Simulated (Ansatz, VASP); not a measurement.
**MoS2 in VASP and in Ansatz**

The input INCAR:

```
SYSTEM = MoS2
  PREC = Accurate
  ENCUT = 520
  EDIFF = 1E-7
  ISMEAR = 0
  SIGMA = 0.1
  LREAL = .False.
  LASPH = .True.
  NELM = 100
  ALGO = Normal
  ISIF = 2
  LWAVE = .False.
  LCHARG = .False.
  GGA = PE
  NBANDS = 35
```

KPOINTS

```
Automatic mesh
0
Gamma
  9 9 2
  0 0 0
```

POSCAR

```
MoS2
1.0
    3.1690000000      0.0000000000      0.0000000000
   -1.5845000000      2.7444350000      0.0000000000
    0.0000000000      0.0000000000     12.3240000000
Mo S
2 4
Direct
    0.3333333333      0.6666666667      0.2500000000
    0.6666666667      0.3333333333      0.7500000000
    0.3333333333      0.6666666667      0.6230000000
    0.6666666667      0.3333333333      0.1230000000
    0.3333333333      0.6666666667      0.8770000000
    0.6666666667      0.3333333333      0.3770000000
```

Input for Ansatz:

```yaml
crystal:
  lattice:
    - [3.169, 0.0, 0.0]
    - [-1.5845, 2.744435, 0.0]
    - [0.0, 0.0, 12.324]
  atoms:
    - { symbol: Mo, position: [0.3333333333333333, 0.6666666666666666, 0.25] }
    - { symbol: Mo, position: [0.6666666666666666, 0.3333333333333333, 0.75] }
    - { symbol: S, position: [0.3333333333333333, 0.6666666666666666, 0.623] }
    - { symbol: S, position: [0.6666666666666666, 0.3333333333333333, 0.123] }
    - { symbol: S, position: [0.3333333333333333, 0.6666666666666666, 0.8769999999999999] }
    - { symbol: S, position: [0.6666666666666666, 0.3333333333333333, 0.377] }
basis:
  ecutwfc: 462.593566181796
kpoints:
  mp_grid:
    grid: [9, 9, 2]
  band_path:
    path:
      - [0.0, 0.0, 0.0]
      - [0.5, 0.0, 0.0]
      - [0.33333, 0.33333, 0.0]
      - [0.0, 0.0, 0.5]
      - [0.5, 0.0, 0.5]
      - [0.33333, 0.33333, 0.5]
    npoints: 1
hamiltonian:
  xc: pbe
scf:
  occupations:
    method: gaussian
output:
  fatbands: true
```

Alike in both runs: task single point; functional PBE; k mesh 9 × 9 × 2; no spin polarisation.

```csv
,VASP,Ansatz
version,VASP 6.6.1,Ansatz 0.2.0
potentials or method,"VASP PAW PBE potentials, release 64 (Mo_sv, S)","plane waves, PAW"
plane-wave cutoff (eV),520,463
occupations,"gaussian, width 0.1 eV",gaussian
valence electrons in the cell,52,52
```

|  | VASP | Ansatz | Ansatz less VASP |
| --- | --- | --- | --- |
| gap on the k mesh at the Fermi level (eV) | 0.97 | 0.96 | -0.015 |

Caveats: an odd mesh through Γ misses points on the zone boundary, where band edges often lie. Expect the measured gap to be larger: semilocal functionals such as PBE lack the derivative discontinuity.
